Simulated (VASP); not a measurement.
# I (C2/m) in VASP: settings compared, part 2 of 2

VASP 6.6.1. The steps go on from the part before.

### Step 4. Single point, PBE

Input file INCAR:

```
PREC = Accurate
ENCUT = 500
EDIFF = 1E-6
ISMEAR = 0
SIGMA = 0.02
LREAL = F
LASPH = T
NELM = 60
ALGO = Normal
ISIF = 2
LWAVE = F
LCHARG = T
GGA = PE
LELF = T
LVHAR = T
```

Input file KPOINTS:

```
Automatic mesh
0
Gamma
  5 5 7
```

Input file POSCAR:

```
I
1.0
    2.5383465792     -3.7066249365      0.0000000000
    2.5383465792      3.7066249365      0.0000000000
   -1.6208748370      0.0000000000      2.3810977968
I
1
Direct
    0.5000000000      0.5000000000      0.5000000000
```

Potentials or basis: VASP PAW PBE potentials, release 64 (I_GW).

The run is started by

```sh
> cat potpaw_PBE.64/I_GW/POTCAR > POTCAR
> mpirun -np 1 vasp_std > vasp.out
```

OUTCAR:

```text
PREC = Accurate
   ENCUT = 500
   EDIFF = 1E-6
   ISMEAR = 0
   LREAL = F
   LASPH = T
   NELM = 60
   ISIF = 2
   GGA = PE

 ion  position               nearest neighbor table
   1  0.500  0.500  0.500-

  LATTYP: Found a base centered monoclinic cell.
 ALAT       =     5.0766931584
 B/A-ratio  =     1.4602517114
 C/A-ratio  =     0.5673826054
 COS(beta)  =    -0.5627202553

  Lattice vectors:

 A1 = (   2.5383465792,  -3.7066249365,   0.0000000000)
 A2 = (   2.5383465792,   3.7066249365,   0.0000000000)
 A3 = (  -1.6208748370,   0.0000000000,   2.3810977968)

Analysis of symmetry for initial positions (statically):
=====================================================================
 Subroutine PRICEL returns:
 Original cell was already a primitive cell.

 Routine SETGRP: Setting up the symmetry group for a
 base centered monoclinic supercell.

 Subroutine GETGRP returns: Found  4 space group operations
 (whereof  4 operations were pure point group operations)
 out of a pool of  4 trial point group operations.

The static configuration has the point symmetry C_2h.

Analysis of symmetry for dynamics (positions and initial velocities):
=====================================================================
 Subroutine PRICEL returns:
 Original cell was already a primitive cell.

 Routine SETGRP: Setting up the symmetry group for a
 base centered monoclinic supercell.

 Subroutine GETGRP returns: Found  4 space group operations
 (whereof  4 operations were pure point group operations)
 out of a pool of  4 trial point group operations.

The dynamic configuration has the point symmetry C_2h.

 Subroutine INISYM returns: Found  4 space group operations
 (whereof  4 operations are pure point group operations),
 and found     1 'primitive' translations

----------------------------------------------------------------------------------------

                                     Primitive cell

  volume of cell :      44.8061

  direct lattice vectors                    reciprocal lattice vectors
     2.538346579 -3.706624936  0.000000000     0.196978618 -0.134893605  0.134088438
     2.538346579  3.706624936  0.000000000     0.196978618  0.134893605  0.134088438
    -1.620874837  0.000000000  2.381097797     0.000000000  0.000000000  0.419974350

  length of vectors
     4.492468339  4.492468339  2.880427391     0.273818498  0.273818498  0.419974350

  position of ions in fractional coordinates (direct lattice)
     0.500000000  0.500000000  0.500000000

  ion indices of the primitive-cell ions
   primitive index   ion index
                 1           1

----------------------------------------------------------------------------------------

 KPOINTS: Automatic mesh

Automatic generation of k-mesh.
 Grid dimensions read from file:
 generate k-points for:    5    5    7

 Generating k-lattice:

  Cartesian coordinates                     Fractional coordinates (reciprocal lattice)
     0.039395724 -0.026978721  0.026817688     0.200000000 -0.000000000  0.000000000
     0.039395724  0.026978721  0.026817688    -0.000000000  0.200000000  0.000000000
     0.000000000  0.000000000  0.059996336     0.000000000  0.000000000  0.142857143

  Length of vectors
     0.054763700  0.054763700  0.059996336

  Shift w.r.t. Gamma in fractional coordinates (k-lattice)
     0.000000000  0.000000000  0.000000000

 Subroutine IBZKPT returns following result:
 ===========================================

 Found     54 irreducible k-points:

 Following reciprocal coordinates:
            Coordinates               Weight
  0.000000  0.000000  0.000000      1.000000
  0.200000 -0.000000  0.000000      4.000000
  0.400000 -0.000000  0.000000      4.000000
  0.200000  0.200000  0.000000      2.000000
  0.400000  0.200000 -0.000000      4.000000
 -0.400000  0.200000 -0.000000      4.000000
[... 16 lines left out ...]
 -0.200000 -0.400000  0.142857      4.000000
 -0.200000 -0.200000  0.142857      2.000000
 [... further k-points ...]
   k-points           NKPTS =     54   k-points in BZ     NKDIM =     54   number of bands    NBANDS=      7
   number of dos      NEDOS =    301   number of ions     NIONS =      1
   total plane-waves  NPLWV =  31104
   dimension x,y,z NGX =    36 NGY =   36 NGZ =   24
   dimension x,y,z NGXF=    72 NGYF=   72 NGZF=   48
   ions per type =               1
   NGX,Y,Z   is equivalent  to a cutoff of  13.32, 13.32, 13.85 a.u.
   NGXF,Y,Z  is equivalent  to a cutoff of  26.64, 26.64, 27.70 a.u.
 SYSTEM =  unknown system
   PREC   = accura    normal or accurate (medium, high low for compatibility)
   ISTART =      0    job   : 0-new  1-cont  2-samecut
   ICHARG =      2    charge: 1-file 2-atom 10-const
   ISPIN  =      1    spin polarized calculation?
   LNONCOLLINEAR =      F non collinear calculations
   LSORBIT =      F    spin-orbit coupling
   LASPH  =      T    aspherical Exc in radial PAW
   ENCUT  =  500.0 eV  36.75 Ry    6.06 a.u.   8.19  8.19  5.25*2*pi/ulx,y,z
   NELM   =     60;   NELMIN=  2; NELMDL= -5     # of ELM steps
   EDIFF  = 0.1E-05   stopping-criterion for ELM
   LREAL  =      F    real-space projection
   EDIFFG = 0.1E-04   stopping-criterion for IOM
   NSW    =      0    number of steps for IOM
   IBRION =     -1    ionic relax: 0-MD 1-quasi-New 2-CG
   NFREE  =      0    steps in history (QN), initial steepest desc. (CG)
   ISIF   =      2    stress and relaxation
   ISYM   =      2    0-nonsym 1-usesym 2-fastsym
   POTIM  = 0.5000    time-step for ionic-motion
   TEBEG  =    0.0;   TEEND  =   0.0 temperature during run
   PSTRESS=    0.0 pullay stress
   NELECT =       7.0000    total number of electrons
   NUPDOWN=      -1.0000    fix difference up-down
   EMIN   =  10.00;   EMAX   =-10.00  energy-range for DOS
   EFERMI =   0.00;   METHOD = LEGACY
   ISMEAR =     0;   SIGMA  =   0.02  broadening in eV -4-tet -1-fermi 0-gaus
   EFERMI_NEDOS =   21; number of points for ismear=-14 and -15
   IALGO  =     38    algorithm
   IMIX   =      4    mixing-type and parameters
     AMIX     =   0.40;   BMIX     =  1.00
     AMIX_MAG =   1.60;   BMIX_MAG =  1.00
  volume/ion in A,a.u.               =      44.81       302.37
  Fermi-wavevector in a.u.,A,eV,Ry     =   0.881716  1.666201 10.577477  0.777423
  Thomas-Fermi vector in A             =   2.002249
   LORBIT       =      0    0 simple, 1 ext, 2 COOP (PROOUT), +10 PAW based schemes
   GGA     = PE    functional components
   LHFCALC =     F    Hartree Fock is set to
   AEXX    =    0.0000 exact exchange contribution
   IVDW    =     0    specifies the selected vdW correction
   LEPSILON=     F    determine dielectric tensor
   LRPA    =     F    only Hartree local field effects (RPA)
 non-spin polarized calculation
 Gauss-broadening in eV      SIGMA  =   0.02
  energy-cutoff  :      500.00
  volume of cell :       44.81
 maximum number of plane-waves:      1156
 NGX is ok and might be reduce to    36
   NGX = 17   NGY = 17   NGZ = 11

 number of electron       7.0000000 magnetization

 Free energy of the ion-electron system (eV)
  ---------------------------------------------------
  ext. energy  EPLUGINS =         0.00000000
  ---------------------------------------------------
  free energy    TOTEN  =        -1.49227812 eV

  energy without entropy =       -1.49203291  energy(sigma->0) =       -1.49215551

 E-fermi :   2.0499     XC(G=0):  -7.7611

 val. band max:        1.9910749196   @ k =  -0.2000   0.0000   0.4286
 cond. band min:       2.0544115371   @ k =  -0.2000  -0.4000   0.4286
 fundamental gap:      0.0633366175
 Fermi energy:         2.0499060338

 k-point     1 :       0.0000    0.0000    0.0000
  band No.  band energies     occupation
      1     -11.4125      2.00000
      2       0.6073      2.00000
      3       0.6148      2.00000
      4       6.1464      0.00000
      5       6.5060      0.00000
      6      10.0563      0.00000
      7      10.3718      0.00000
[... 221 lines left out ...]
 k-point    24 :      -0.2000   -0.2000    0.1429
  band No.  band energies     occupation
      1     -10.9621      2.00000
      2      -0.0852      2.00000
      3       0.6609      2.00000
      4       3.6047      0.00000
      5       8.2849      0.00000
      6       9.3933      0.00000
      7      11.8426      0.00000

 [... further k-points ...]

------------------------ aborting loop because EDIFF is reached ----------------------------------------

  FORCE on cell =-STRESS in cart. coord.  units (eV):
  Direction    XX          YY          ZZ          XY          YZ          ZX
  --------------------------------------------------------------------------------------
  -------------------------------------------------------------------------------------
  Total        0.1313586      0.2173239      0.3352834      0.0000000      0.0000000     -0.2406335
  in kB        4.6971287      7.7710789     11.9890781      0.0000000      0.0000000     -8.6045840
  external PRESSURE =       8.1524286 kB  Pullay stress =       0.0000000 kB

 VOLUME and BASIS-vectors are now :
 -----------------------------------------------------------------------------
  energy-cutoff  :      500.00
  volume of cell :       44.81
      direct lattice vectors                 reciprocal lattice vectors
     2.538346579 -3.706624936  0.000000000     0.196978618 -0.134893605  0.134088438
     2.538346579  3.706624936  0.000000000     0.196978618  0.134893605  0.134088438
    -1.620874837  0.000000000  2.381097797     0.000000000  0.000000000  0.419974350

 POSITION                                       TOTAL-FORCE (eV/Angst)
 -----------------------------------------------------------------------------------
      1.72791      0.00000      1.19055         0.000000      0.000000      0.000000
 -----------------------------------------------------------------------------------
    total drift:                                0.000000      0.000000      0.000000

  FREE ENERGIE OF THE ION-ELECTRON SYSTEM (eV)
  ---------------------------------------------------
  free  energy   TOTEN  =        -1.4922781185 eV

  energy  without entropy=       -1.4920329092  energy(sigma->0) =       -1.49215551
```

It took 6 s on 1 thread of Intel Xeon 6975P-C (Granite Rapids), shared host; peak memory 0.18 GiB.

What came out:

```yaml
Free_energy: -1.4923 eV
Pressure: 0.8 GPa
Band_gap_on_the_k_mesh: none (metal or under the smearing width)
```

Caveat: the k mesh is coarse (spacing up to 0.38 Å⁻¹), so the values aren't converged; an odd number of electrons without spin polarisation forces a metal; a magnetic or distorted state may lie lower. Spin-orbit coupling is left out, which matters for the levels of I.
